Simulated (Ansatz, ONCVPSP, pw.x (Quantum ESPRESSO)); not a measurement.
pw.x on fcc W: one setting changed

Potential: optimised norm-conserving Vanderbilt (ONCV), ONCVPSP 4.0.1.1 (patched build), PBE; core [Kr] 4d10 4f14, reference 5s2 5p6 5d4 6s1; waves: 5s+6s: rc 1.75 bohr, ncon 4, nbas 8, qcut 6.3 1/bohr, 2 projectors; 5p: rc 1.55 bohr, ncon 4, nbas 8, qcut 9.2 1/bohr, 2 projectors, debl 1.1 Ha; 5d: rc 1.60 bohr, ncon 3, nbas 7, qcut 5.5 1/bohr, 2 projectors, debl 3.9 Ha; local part: polynomial inside 1.45 bohr (lpopt 5, dvloc0 0 Ha); core correction: Teter function, fcfact 5.75, rcfact 1.75. In the p channel the program set the typed energies aside and used -1.864, 0.250 Ha.

The reference run (k-mesh 14³, cutoffs 80/320 Ry, Fermi–Dirac 0.01 Ry, mixing_beta 0.4, conv_thr 1e-9, no spin) gives -1.76 GPa at 16.478 Å³/atom, where all-electron LAPW gives -0.06 GPa. This run, with its own iteration cap, changes smearing to mv.

```
&control
  calculation='scf', prefix='x', pseudo_dir='./', outdir='./tmp', tstress=.true., disk_io='none'
/
&system
  ibrav=0, nat=1, ntyp=1, ecutwfc=80, ecutrho=320, nbnd=15,
  occupations='smearing', smearing='mv', degauss=0.01
/
&electrons
  conv_thr=1e-09, mixing_beta=0.4, electron_maxstep=60
/
ATOMIC_SPECIES
W 1.0 W.UPF
CELL_PARAMETERS angstrom
  0.00000000 2.01972156 2.01972156
  2.01972156 0.00000000 2.01972156
  2.01972156 2.01972156 0.00000000
ATOMIC_POSITIONS crystal
W 0.0000 0.0000 0.0000
K_POINTS automatic
14 14 14 0 0 0
```

```bash
pw.x < W.scf.in > W.scf.out
```

Problem. How does the run end?

Solution. It converges in 9 iterations; the free energy moves by +38.2 meV/atom and the pressure by -0.43 GPa. This scheme is built to cancel the term in the square of the width that Fermi–Dirac smearing leaves in the F of a metal.

```
Message from routine setup:
     using ibrav=0 with symmetry is DISCOURAGED, use correct ibrav instead
     lattice parameter (alat)  =       5.3977  a.u.
     unit-cell volume          =     111.1991 (a.u.)^3
     number of electrons       =        14.00
     number of Kohn-Sham states=           15
     kinetic-energy cutoff     =      80.0000  Ry
     charge density cutoff     =     320.0000  Ry
     scf convergence threshold =      1.0E-09
     Exchange-correlation= PBE
     number of k points=   104  Marzari-Vanderbilt smearing, width (Ry)=  0.0100
     iteration #  1     ecut=    80.00 Ry     beta= 0.40
     total energy              =    -172.65963167 Ry
     estimated scf accuracy    <       0.77388736 Ry
     iteration #  2     ecut=    80.00 Ry     beta= 0.40
     total energy              =    -172.66279613 Ry
     estimated scf accuracy    <       0.09215321 Ry
     iteration #  3     ecut=    80.00 Ry     beta= 0.40
     total energy              =    -172.68415019 Ry
     estimated scf accuracy    <       0.00113256 Ry
     iteration #  4     ecut=    80.00 Ry     beta= 0.40
     total energy              =    -172.68415155 Ry
     estimated scf accuracy    <       0.00099070 Ry
     iteration #  5     ecut=    80.00 Ry     beta= 0.40
     total energy              =    -172.68440367 Ry
     estimated scf accuracy    <       0.00002360 Ry
     iteration #  6     ecut=    80.00 Ry     beta= 0.40
     total energy              =    -172.68440785 Ry
     estimated scf accuracy    <       0.00000024 Ry
     iteration #  7     ecut=    80.00 Ry     beta= 0.40
     total energy              =    -172.68440789 Ry
     estimated scf accuracy    <          3.2E-09 Ry
     iteration #  8     ecut=    80.00 Ry     beta= 0.40
     total energy              =    -172.68440789 Ry
     estimated scf accuracy    <          6.0E-09 Ry
     iteration #  9     ecut=    80.00 Ry     beta= 0.40
     the Fermi energy is    21.0568 ev
!    total energy              =    -172.68440789 Ry
     estimated scf accuracy    <          1.6E-10 Ry
     smearing contrib. (-TS)   =       0.00016633 Ry
     The total energy is F=E-TS. E is the sum of the following terms:
     one-electron contribution =     -14.24786705 Ry
     hartree contribution      =      16.70714676 Ry
     xc contribution           =     -57.42067460 Ry
     ewald contribution        =    -117.72317934 Ry
     convergence has been achieved in   9 iterations
          total   stress  (Ry/bohr**3)                   (kbar)     P=      -21.87
     Message from routine punch:
     Nothing written, as per user request (disk_io='none')
```

The run took about 35 s on one core of a shared host (Neoverse-N1, 64 threads, 124 GiB, load 59).
